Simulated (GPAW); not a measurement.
# Ge in GPAW: a series of runs

Aim: see how the results for Ge move with the level of theory and the settings. Levels: revPBE, WC. Tasks: single point.

All numbers are computed with GPAW 26.7.0; they aren't measurements. Logs are shortened: lines on timing, memory, paths and dates and some standing lists are left out, and cuts for length are marked. The log counts tension as positive stress, the text compression.

### 1 The cell of the first run

The cell holds a slab with vacuum, 6 atoms: a = 3.998 Å, b = 3.998 Å, c = 22.430 Å, α = 90.00°, β = 90.00°, γ = 120.00°.

The slab is cut from a database's or a generator's crystal, which needn't be the stable form of the element.

### 2 Single point, revPBE (the (0 0 1) slab of Ge, cut from the database cell, not relaxed)

run.py

```python
import numpy as np
from ase import Atoms
from ase.dft.bandgap import bandgap
from ase.io import write
from gpaw import GPAW, PW

atoms = Atoms(['Ge', 'Ge', 'Ge', 'Ge', 'Ge', 'Ge'],
              cell=[[3.9975858431, 0, 0.0],
                    [-1.9987929215, 3.462010894, 0.0],
                    [0.0, 0.0, 22.4295961946]],
              scaled_positions=[[0.33333333, 0.66666666, 0.3343796266],
                                [0.66666667, 0.33333334, 0.3713940355],
                                [0.66666667, 0.33333334, 0.4814927956],
                                [0.33333333, 0.66666666, 0.5185072044],
                                [0.33333333, 0.66666666, 0.6286059645],
                                [0.66666667, 0.33333334, 0.6656203734]],
              pbc=True)
atoms.pbc = (True, True, False)

calc = GPAW(mode=PW(450),
            xc='revPBE',
            kpts={'size': (8, 8, 1), 'gamma': True},
            occupations={'name': 'fermi-dirac', 'width': 0.05},
            nbands=25,
            convergence={'density': 1e-05, 'energy': 1e-05},
            maxiter=150,
            poissonsolver={'dipolelayer': 'xy'},
            txt='gpaw.txt')
atoms.calc = calc
energy = atoms.get_potential_energy()
forces = atoms.get_forces()
calc.write('gs.gpw')
write('result.traj', atoms)
print(f'Energy: {energy:.6f} eV')
print('Forces (eV/A):')
print(forces.round(4))
print('Fermi level:', round(calc.get_fermi_level(), 4), 'eV')
print(f'Gap: {bandgap(calc)[0]:.4f} eV, direct: {bandgap(calc, direct=True)[0]:.4f} eV')

v = calc.get_electrostatic_potential().mean(axis=(0, 1))
z = np.arange(len(v)) * atoms.cell[2, 2] / len(v)
ef = calc.get_fermi_level()
np.savetxt('planar.dat', np.c_[z, v], fmt='%.4f')
below, above = np.interp([1.5, atoms.cell[2, 2] - 1.5], z, v) - ef
print(f'Work functions: bottom {below:.4f} eV, top {above:.4f} eV')
print('Dipole moment:', *calc.get_dipole_moment().round(5), 'e A')
```

Potentials or basis: the program's PAW data sets (release 1.2.1) made for this functional, pw.

Command:

```console
OMP_NUM_THREADS=1 python run.py
```

gpaw.txt:

```text
__  _  _
 | _ |_)|_||  |
 |__||  | ||/\| - 26.7.0

Input parameters:
  mode=PW(ecut=450.00000000000006),
  convergence={'density': 1e-05, 'energy': 1e-05},
  kpts=MonkhorstPack(size=(8, 8, 1), gamma=True),
  maxiter=150,
  nbands=25,
  occupations=Occupations(name='fermi-dirac', width=0.05),
  poissonsolver=PoissonSolver(dipolelayer='xy'),
  xc=XC(name='revPBE')

Diagonalizing LCAO Hamiltonian
Converting LCAO to pw mode

            Ge
        Ge

        Ge
            Ge

            Ge
        Ge

Atoms  # Å, Bohr magnetons
|   | symbol |        x |        y |         z |    initial magnetic moments |
|---|--------|----------|----------|-----------|-----------------------------|
| 0 |     Ge | 0.000000 | 2.308007 |  7.500000 | ( 0.0000,  0.0000,  0.0000) |
| 1 |     Ge | 1.998793 | 1.154004 |  8.330218 | ( 0.0000,  0.0000,  0.0000) |
| 2 |     Ge | 1.998793 | 1.154004 | 10.799689 | ( 0.0000,  0.0000,  0.0000) |
| 3 |     Ge | 0.000000 | 2.308007 | 11.629907 | ( 0.0000,  0.0000,  0.0000) |
| 4 |     Ge | 0.000000 | 2.308007 | 14.099378 | ( 0.0000,  0.0000,  0.0000) |
| 5 |     Ge | 1.998793 | 1.154004 | 14.929596 | ( 0.0000,  0.0000,  0.0000) |

Unit cell  # Å
| periodic |         x |        y |         z |   lengths |     angles |
|----------|-----------|----------|-----------|-----------|------------|
|      yes |  3.997586 | 0.000000 |  0.000000 |  3.997586 |  90.000000 |
|      yes | -1.998793 | 3.462011 |  0.000000 |  3.997586 |  90.000000 |
|       no |  0.000000 | 0.000000 | 22.429596 | 22.429596 | 120.000000 |

Number of symmetries: 12
Symmetry operations  # r_c * U_cc + t_c -> r_c
|    | kind |            matrix            |
|----|------|------------------------------|
|  0 |  σ   |  1, 1, 0,  0,-1, 0,  0, 0, 1 |
|  1 |  S6  |  1, 1, 0, -1, 0, 0,  0, 0,-1 |
|  2 |  E   |  1, 0, 0,  0, 1, 0,  0, 0, 1 |
|  3 |  C2  |  1, 0, 0, -1,-1, 0,  0, 0,-1 |
|  4 |  C2  |  0, 1, 0,  1, 0, 0,  0, 0,-1 |
|  5 |  C3  |  0, 1, 0, -1,-1, 0,  0, 0, 1 |
|  6 |  S6  |  0,-1, 0,  1, 1, 0,  0, 0,-1 |
|  7 |  σ   |  0,-1, 0, -1, 0, 0,  0, 0, 1 |
|  8 |  σ   | -1, 0, 0,  1, 1, 0,  0, 0, 1 |
|  9 |  i   | -1, 0, 0,  0,-1, 0,  0, 0,-1 |
| 10 |  C3  | -1,-1, 0,  1, 0, 0,  0, 0, 1 |
| 11 |  C2  | -1,-1, 0,  0, 1, 0,  0, 0,-1 |

BZ-sampling:
  Number of BZ points: 64
  Number of IBZ points: 10

  Monkhorst-Pack size: [8, 8, 1]
  Monkhorst-Pack shift: [0.0625, 0.0625, 0.0]

K-points  # in reciprocal-cell coordinates
|   |                                coordinates |     weight |
|---|--------------------------------------------|------------|
| 0 | (  0.00000000,   0.00000000,   0.00000000) | 0.01562500 |
| 1 | (  0.12500000,   0.00000000,   0.00000000) | 0.09375000 |
| 2 | (  0.25000000,  -0.12500000,   0.00000000) | 0.09375000 |
| 3 | (  0.25000000,   0.00000000,   0.00000000) | 0.09375000 |
| 4 | (  0.37500000,  -0.12500000,   0.00000000) | 0.18750000 |
| 5 | (  0.37500000,   0.00000000,   0.00000000) | 0.09375000 |
| 6 | (  0.37500000,   0.37500000,   0.00000000) | 0.09375000 |
| 7 | (  0.50000000,   0.25000000,   0.00000000) | 0.09375000 |
| 8 | (  0.50000000,   0.37500000,   0.00000000) | 0.18750000 |
| 9 | (  0.50000000,   0.50000000,   0.00000000) | 0.04687500 |

Plane wave coefficients: 6774
Cutoff: 450.00000000000006 eV

Spin-components: 1 (collinear spins)
Bands:           25
Projectors:      30
Spin-degeneracy: 2
Datatype:        complex128

Parallelization:
  kpt:    1
  domain: 1
  band:   1

Density:
  Valence electrons: 24.0
  Components: 1
  Grid points: [ 20  20 112]
  Charge: 0.0  # |e|

Potential:
  Grid points: [ 20  20 112]

species:
  Ge:
    name:    Germanium
    Z:       32.0
    valence: 4
    core:    28
    charge:  0.0  # [|e|]
    compensation charges:
      type: gauss
      rc: 0.32  # [Å]
      lmax: 2
    cutoffs:
      filter: 1.77  # [Å]
      core: 3.42  # [Å]
    projectors
    | kind |    occ | energy [eV] | rcut [Å] |
    |------|--------|-------------|----------|
    |   4s |  2.000 |     -11.662 |    1.005 |
    |   4p |  2.000 |      -3.852 |    1.005 |
    |    s |        |      15.549 |    1.005 |
    |    p |        |      23.359 |    1.005 |
    |    d |        |       0.000 |    1.005 |

    Using partial waves for Ge as LCAO basis

Reference energy: -342612.056660  # eV

eigensolver:
  PPCG
  Converge bands: occupied
  niter=2

density mixing:
  MSR1-Mixer
  Pratt-step length: 0.05
  Maximum mixing coefficient: 0.75
  Old densities: 10
  SVD Regularization: 0.005
  Good broyden scale: 1.0
  Trust region scale: 1.0
  Backstep threshold: 4.0
  History deletion threshold: 6.0
  Fourier metric: weight=20.0, sigma=0.015

occupation numbers:
  Fermi-Dirac:
    width: 0.0500  # eV

<gpaw.new.pw.poisson.DipoleLayerPWPoissonSolver object>
xc functional:
  name: revPBE with 2 nearest neighbor stencil

convergence criteria:
- Maximum integral of absolute [dens]ity change: 1e-05 electrons / valence electron
- Maximum [total energy] change in last 3 cyles: 1e-05 eV / valence electron
- Maximum integral of absolute [eigenst]ate change: 4e-08 eV^2 / valence electron
maximum number of iterations: 150

SCF iterations
|iter     | |      energy | eigst |  dens |
|---------|-|-------------|-------|-------|
|iter:   1| |  -23.516419 | -0.37 |       |
|iter:   2| |  -23.514880 | -1.99 | -0.96 |
|iter:   3| |  -24.157951 | -2.00 | -0.99 |
|iter:   4| |  -24.844721 | -1.53 | -1.13 |
|iter:   5| |  -23.484226 | -1.85 | -0.92 |
|iter:   6| |  -23.460636 | -3.64 | -1.77 |
|iter:   7| |  -23.452605 | -3.97 | -2.03 |
|iter:   8| |  -23.452744 | -4.92 | -2.61 |
|iter:   9| |  -23.452831c| -5.70 | -2.96 |
|iter:  10| |  -23.452875c| -6.51 | -3.61 |
|iter:  11| |  -23.452880c| -7.40c| -4.25 |
|iter:  12| |  -23.452883c| -7.72c| -4.82 |
|iter:  13| |  -23.452883c| -8.03c| -5.59c|

Converged in 13 steps
Energy contributions relative to reference atoms: (reference = -342612.056660)

Energy contributions:
  Kinetic:          70.345191
  Coulomb:         -63.460872
  Zero:              0.006390
  External:          0.000000
  Xc:              -30.329491
  Entropy:          -0.028201
  Spinorbit:         0.000000
  ----------------------------
  Free energy:     -23.466983
  Extrapolated:    -23.452883

dipole moment: (0.000371, 0.000643, 0.004164)  # |e|*Ang

Fermi level: -0.035
Eigenvalues  # (at kpt = [0.000, 0.000, 0.000])
| band index |      eig [eV] | occ [0-2] |
|------------|---------------|-----------|
|          0 |       -12.163 |     2.000 |
|        ... |               |           |
|          2 |       -10.656 |     2.000 |
|          3 |        -6.301 |     2.000 |
|          4 |        -4.133 |     2.000 |
|          5 |        -1.418 |     2.000 |
|          6 |        -0.939 |     2.000 |
|          7 |        -0.939 |     2.000 |
[... 8 lines left out ...]
|         16 |         3.025 |     0.000 |
|         17 |         3.025 |     0.000 |
|        ... |               |           |
|         24 |         5.098 |     0.000 |

No gap
No difference between direct/indirect transitions
vacuum-level: 4.452  # V
Workfunctions: 4.487, 4.487 eV (top, bottom)

Forces  # eV/Ang
|        x |        y |        z |
|----------|----------|----------|
| -0.00000 |  0.00000 | -0.17753 |  # Ge   0
|  0.00000 |  0.00000 | -0.37417 |  # Ge   1
|  0.00000 | -0.00000 |  0.16896 |  # Ge   2
| -0.00000 |  0.00000 | -0.16896 |  # Ge   3
|  0.00000 |  0.00000 |  0.37417 |  # Ge   4
| -0.00000 | -0.00000 |  0.17753 |  # Ge   5

# Writing to gs.gpw (mode='')
```

Wall time 33 s (1 thread of Arm Neoverse V1, shared host); peak memory 0.23 GiB.

Results:

```
Free energy                     : -23.4670 eV
Largest force                   : 0.374 eV/Å
Band gap on the k mesh          : none (metal or under the smearing width)
Dipole across the slab          : 0.00 e·Å
Work function of the upper face : 4.49 eV
Work function of the lower face : 4.49 eV
```

Forces on the atoms (eV/Å):
```
Ge   0.000  0.000 -0.178
Ge   0.000  0.000 -0.374
Ge   0.000  0.000  0.169
Ge   0.000  0.000 -0.169
Ge   0.000  0.000  0.374
Ge   0.000  0.000  0.178
```

Levels at points of the mesh, in eV from the Fermi level:
```tsv
k point	band 10	band 11	band 12	band 13	band 14	band 15
(0.00, 0.00, 0.00)	-0.27	0.28	0.28	0.57	0.92	1.42
(0.50, 0.50, 0.00)	-1.82	-1.28	-0.87	0.07	1.10	1.69
```

### 3 Single point, WC (the (0 0 1) slab of Ge, cut from the database cell, not relaxed)

Changes to run.py since step 2:

```diff
@@ -4,3 +4,5 @@
 from ase.io import write
-from gpaw import GPAW, PW
+from gpaw import GPAW, PW, setup_paths
+
+setup_paths.insert(0, '.')
 
@@ -20,3 +22,3 @@
 calc = GPAW(mode=PW(450),
-            xc='revPBE',
+            xc='WC',
             kpts={'size': (8, 8, 1), 'gamma': True},
```

Potentials or basis: PAW data sets generated in the run's folder for this functional, pw.

Command:

```console
gpaw-setup -f WC Ge
OMP_NUM_THREADS=1 python run.py
```

Wall time 34 s (1 thread of Arm Neoverse V1, shared host); peak memory 0.23 GiB.

The run converged. Its results:

```yaml
Free_energy: -27.2128 eV
Largest_force: 0.308 eV/Å
Band_gap_on_the_k_mesh: none (metal or under the smearing width)
Dipole_across_the_slab: 0.00 e·Å
Work_function_of_the_upper_face: 4.63 eV
Work_function_of_the_lower_face: 4.63 eV
```

Forces on the atoms (eV/Å):
```
Ge   0.000  0.000  0.106
Ge   0.000  0.000 -0.308
Ge   0.000  0.000  0.157
Ge   0.000  0.000 -0.157
Ge   0.000  0.000  0.308
Ge   0.000  0.000 -0.106
```

Levels at points of the mesh, in eV from the Fermi level:
```tsv
k point	band 10	band 11	band 12	band 13	band 14	band 15
(0.00, 0.00, 0.00)	-0.25	0.30	0.30	0.45	0.88	1.36
(0.50, 0.50, 0.00)	-1.81	-1.27	-0.91	0.06	0.99	1.59
```
